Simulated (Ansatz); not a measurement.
A surface is cut from this relaxed crystal of ZrN:

```
CELL_PARAMETERS angstrom
0.00000 2.29733 2.29733
2.29733 0.00000 2.29733
2.29733 2.29733 0.00000
ATOMIC_POSITIONS crystal
Zr 0.00000 0.00000 0.00000
N 0.50000 0.50000 0.50000
```

Miller indices refer to the conventional cell of Fm-3m (No. 225), a = 4.595 Å, b = 4.595 Å, c = 4.595 Å, α = 90.00°, β = 90.00°, γ = 90.00°.

Consider the (111) slab of 10 planes, 11.9 Å thick with 15 Å of vacuum as cut; outer planes Zr (top) and N (bottom), all atoms relaxed.

These are results of Ansatz, DFT PBE, scalar-relativistic, plane waves, PAW, not measurements. Plane waves to 420 eV, a k mesh through Γ of 12×12×1 on the computed 10-atom cell and Gaussian smearing (0.10 eV); no spin polarisation. A dipole correction removes the field between periodic images along c.

(1) Predict the surface energy (mean of both faces).

(2) Give the work function.

(3) Predict the dipole of the slab along +c, per cell.

(4) The top two planes lie 1.326 Å apart in the bulk. How does relaxation change this?

Spin polarisation was left out, and a magnetic state may lie lower.

Results:

(1) 2.75 J/m².

(2) 4.43 eV (top), 6.20 eV (bottom).

(3) 0.09 e·Å.

(4) The spacing becomes 1.274 Å (-4.0 %).